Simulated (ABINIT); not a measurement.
The system is Rh.

```
Rh
1.0
     0.00000    1.89785    1.89785
     1.89785    0.00000    1.89785
     1.89785    1.89785    0.00000
Rh
1
Direct
  0.00000 0.00000 0.00000
```

Base run:

```yaml
Program: ABINIT 10.8.3 (patched build)
Functional: PBE
Potentials_or_basis: PseudoDojo NC SR PBE v0.4.1 standard
Cutoff: 1197 eV
k_mesh: 12 × 12 × 12
Occupations: fermi-dirac, width 0.05 eV
Spin: no spin polarisation
```

Its results: band gap on the k mesh none (metal or under the smearing width); pressure 7.5 GPa.

**Question.** The run is repeated on the same cell with these changes: functional from PBE to r2SCAN; potentials or basis from PseudoDojo NC SR PBE v0.4.1 standard to JTH PAW LDA v2.0; cutoff from 1197 eV to 653 eV. What comes out?

**Answer.** Band gap on the k mesh none (metal or under the smearing width); pressure 0.7 GPa.

Caveats: the PAW data sets were made with another functional, which shifts forces and pressure a little (some runs).
